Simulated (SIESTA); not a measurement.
**C in SIESTA: the effect of strain zz**

The system is C.

```
C
1.0
     0.00000    1.78337    1.71204
     1.78337    0.00000    1.71204
     1.78337    1.78337    0.00000
C
2
Cartesian
  2.6751 2.6751 2.5681
  1.7834 1.7834 1.7120
```

The cell isn't the ideal one: cell strained along z.

Alike in all runs:

* Program: SIESTA 5.4.2
* Task: single point
* Functional: PBE
* Potentials or basis: PseudoDojo 0.4 standard (PBE files)
* Basis: DZP (energy shift 0.003 Ry)
* Grid cutoff: 500 Ry
* Energy shift: 0.003 Ry
* k mesh: 13 × 13 × 13
* Occupations: fermi-dirac, width 0.05 eV
* Spin: no spin polarisation

```csv
strain zz,gap on the mesh (eV),pressure (GPa)
-0.04,3.29,30.5
-0.02,3.80,19.9
-0.01,4.04,15.0
0,4.29,10.3
0.01,4.13,5.8
0.02,3.98,1.4
0.04,?,?
```

What does the run with strain zz 0.04 give?

gap on the mesh 3.69 eV; pressure -6.7 GPa.

Worked out: A parabola through the other rows of the gap on the mesh, of slope -35.8 eV per unit of strain zz there, extrapolates to 3.50 eV, against the run's 3.69. The fit is too stiff a form for this range. A parabola through the other rows of the pressure, of slope -378 GPa per unit of strain zz there, extrapolates to -6.5 GPa, against the run's -6.7.

Caveats: an odd mesh through Γ misses points on the zone boundary, where band edges often lie; the basis of atomic orbitals isn't converged, which shifts pressures, moduli and gaps.
